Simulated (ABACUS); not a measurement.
MoSe2:

```xyz
6
Lattice="3.2880 0.0000 0.0000 -1.6440 2.8475 0.0000 0.0000 0.0000 12.9000" Properties=species:S:1:pos:R:3 pbc="T T T"
Mo    1.6440    0.9492    9.6750
Mo    0.0000    1.8983    3.2250
Se    1.6440    0.9492    4.8375
Se    0.0000    1.8983    8.0625
Se    0.0000    1.8983   11.2875
Se    1.6440    0.9492    1.6125
```

Base run:

| Quantity | Value |
| --- | --- |
| Program | ABACUS 3.10.1 |
| Functional | PBEsol |
| Potentials or basis | PseudoDojo NC SR 0.4.1 PBE standard |
| Cutoff | 1361 eV |
| Density cutoff | 5442 eV |
| Basis | DZP LCAO (the cutoffs set its grid) |
| k mesh | 9 × 9 × 2 |
| Occupations | fermi-dirac, width 0.05 eV |
| Spin | no spin polarisation |

Its results: band gap on the k mesh 0.84 eV, indirect (least direct gap 1.38 eV); pressure 5.6 GPa; largest force 1.154 eV/Å.

The run is repeated on the same cell with these changes: functional from PBEsol to PW91. What comes out?

Band gap on the k mesh 0.85 eV, indirect (least direct gap 1.37 eV); pressure 10.5 GPa; largest force 1.461 eV/Å.

PW91 binds less tightly than PBEsol, so the same cell stands under more pressure.

Caveats: the atomic orbitals were generated for these runs and aren't a published set; the potentials were made for another functional, which shifts forces and pressure; an odd mesh through Γ misses points on the zone boundary, where band edges often lie; the cell's inner coordinates are idealised or old, which leaves forces on the atoms; this functional lacks dispersion, which binds the layers, so the pressure and a relaxed spacing across them are unreliable; the basis of atomic orbitals isn't converged, which shifts pressures, moduli and gaps.
